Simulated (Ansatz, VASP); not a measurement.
# SnO: VASP beside Ansatz

```
CELL_PARAMETERS angstrom
2.71251 -2.71250 0.00000
2.71251 2.71250 0.00000
0.00000 0.00000 9.51785
ATOMIC_POSITIONS crystal
Sn 0.99989 0.00011 0.00023
Sn 0.00011 0.99989 0.50023
Sn 0.50013 0.49987 0.25677
Sn 0.49987 0.50013 0.75677
O 0.00018 0.49981 0.37850
O 0.99982 0.50019 0.87850
O 0.50019 0.99982 0.37850
O 0.49981 0.00018 0.87850
```

Alike in both runs: functional PBE; dispersion D3(BJ); k mesh 10 × 10 × 4; occupations gaussian, width 0.1 eV; no spin polarisation.

Ansatz relaxed the structure, and its values are those at the end. VASP's run is a single point on that final structure, the one shown.

```csv
,VASP,Ansatz
version,VASP 6.6.1,Ansatz 0.2.0
potentials or method,"VASP PAW PBE potentials, release 64 (Sn_d, O)","scalar-relativistic, plane waves, PAW"
plane-wave cutoff (eV),520,420
valence electrons in the cell,80,80
```

```tsv
	VASP	Ansatz	Ansatz less VASP
gap on the k mesh at the Fermi level (eV)	none	none	-
pressure (GPa)	0.2	0.0	-0.17
rms of the force components (eV/Å)	0.034	0.002	-0.0324
```

A gap of «none» marks a metal or a gap that the smearing closes.

Caveats: pairwise dispersion overbinds metals, which lowers pressure and volume.
